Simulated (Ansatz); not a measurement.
ZnAu: strain energy, fitted

ZnAu, Pm-3m, a = 3.149 Å. The structure is a Materials Project entry; whether it is the stable form wasn't checked. Ansatz: r2SCAN, PAW, 500 eV, Γ-centred 16×16×16 mesh on 2 atoms, Gaussian smearing 0.10 eV; no spin polarisation. Series: strain along c alone, the other axes held, atoms fixed by symmetry; x is the strain in per cent. y is the free energy over the unstrained cell, V0 = 15.606 Å³/atom.

```tsv
x (%)	y (meV/atom)
-4.5	?
-3.0	7.12
-1.5	1.78
0.0	0.00
1.5	1.59
3.0	5.91
4.5	13.08
```

Question: Fit y = c2 x² + c3 x³ to the other rows, turn c2 into a modulus, and predict the missing energy.

Answer: Least squares on the rows shown. y = 0.73114 x² − 0.019474 x³. In eV per unit strain² c2 is 7.311; this is C33 with relaxed ions (E = ½ C33 V0 ε²): 2 × 7.311 × 160.2 / (15.606) = 150 GPa. At x = -4.5 the fit asked for gives 16.58 meV/atom. The run gave 16.03 meV/atom, so the fit is 0.55 meV/atom too high, 3.4 % of the span of the series, against an rms of 0.08 meV/atom on the fitted rows. The row lies outside the fitted range. With a term in x⁴ added, a fit to the same known rows predicts 17.06 meV/atom, further off still.

Spin–orbit coupling is left out, which can shift energies with elements as heavy as these.

Cost: 7 runs of about 6 core-minutes in all, on Arm Neoverse N1 (shared hosts).